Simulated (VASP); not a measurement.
A run of VASP 6.6.1 is set up as follows.

The input POSCAR:

```
Si
1.0
    0.0854690885      2.7813854558      2.7813854558
    2.7813854558      0.0854690885      2.7813854558
    2.7813854558      2.7813854558      0.0854690885
Si
2
Direct
    0.0017629000      0.0017629000      0.0017629000
    0.2482370000      0.2482370000      0.2482370000
```

The input INCAR.step1:

```
PREC     = Accurate       # precision mode
ENCUT    = 600            # plane-wave cutoff, eV
EDIFF    = 1E-8           # SCF threshold, eV
ISMEAR   = 0              # smearing method
SIGMA    = 0.01           # smearing width, eV
LREAL    = False          # projectors in reciprocal space
LASPH    = True           # aspherical terms in the spheres
NELM     = 60             # most SCF steps
ALGO     = Fast           # electronic algorithm
ISIF     = 3              # what is computed and relaxed
LWAVE    = False          # write WAVECAR
LCHARG   = False          # write CHGCAR
GGA      = PE             # functional
IBRION   = 2              # ionic algorithm
NSW      = 40             # ionic steps
EDIFFG   = -0.002         # ionic threshold
```

The input INCAR.step2:

```
PREC     = Accurate       # precision mode
ENCUT    = 600            # plane-wave cutoff, eV
EDIFF    = 1E-8           # SCF threshold, eV
ISMEAR   = 0              # smearing method
SIGMA    = 0.01           # smearing width, eV
LREAL    = False          # projectors in reciprocal space
LASPH    = True           # aspherical terms in the spheres
NELM     = 60             # most SCF steps
ALGO     = Fast           # electronic algorithm
ISIF     = 2              # what is computed and relaxed
LWAVE    = False          # write WAVECAR
LCHARG   = False          # write CHGCAR
GGA      = PE             # functional
IBRION   = 8              # ionic algorithm
NSW      = 1              # ionic steps
```

The input KPOINTS:

```
regular mesh
0
Gamma
  10 10 10
```

Potentials or basis: VASP PAW PBE potentials, release 64 (Si).

Run with:

```console
$ cat potpaw_PBE.64/Si/POTCAR > POTCAR
$ cp INCAR.step1 INCAR
$ mpirun -np 1 vasp_std > vasp.out
$ cp CONTCAR POSCAR
$ cp INCAR.step2 INCAR
$ mpirun -np 1 vasp_std > vasp.out
```

(1) What does it give for the highest phonon frequency at Γ?

(2) Predict the space group after relaxing (to 0.05 Å).

Answers

(1) 503 cm⁻¹.

(2) Fd-3m (No. 227).
